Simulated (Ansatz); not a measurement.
Crystal: BP.

```
CELL_PARAMETERS angstrom
0.00000 2.26900 2.26900
2.26900 0.00000 2.26900
2.26900 2.26900 0.00000
ATOMIC_POSITIONS crystal
P 0.75000 0.75000 0.75000
B 0.00000 0.00000 0.00000
```

```yaml
Program: Ansatz 0.2.0
Task: phonons
Functional: PBE
Potentials_or_basis: Ansatz PAW
Cutoff: "420 eV (not typed: the program's choice for these potentials)"
k_mesh: 7 × 7 × 7
Occupations: fixed
Spin: no spin polarisation
q_mesh: 2 × 2 × 2
Path: "[[\"G\", \"X\", \"W\", \"K\", \"G\", \"L\", \"U\", \"W\", \"L\", \"K\"], [\"U\", \"X\"]]"
Points_for_each_segment_of_the_path: 8
```

Question: Is this structure dynamically stable at this level, and how far does the spectrum reach?

Answer: Yes, as far as this q mesh shows: no mode on the path is imaginary. The highest frequency is 813 cm⁻¹.

A q mesh this small can miss soft modes between its points.

Caveat: the q mesh is small, so phonon branches between its points and thermal values are rough.
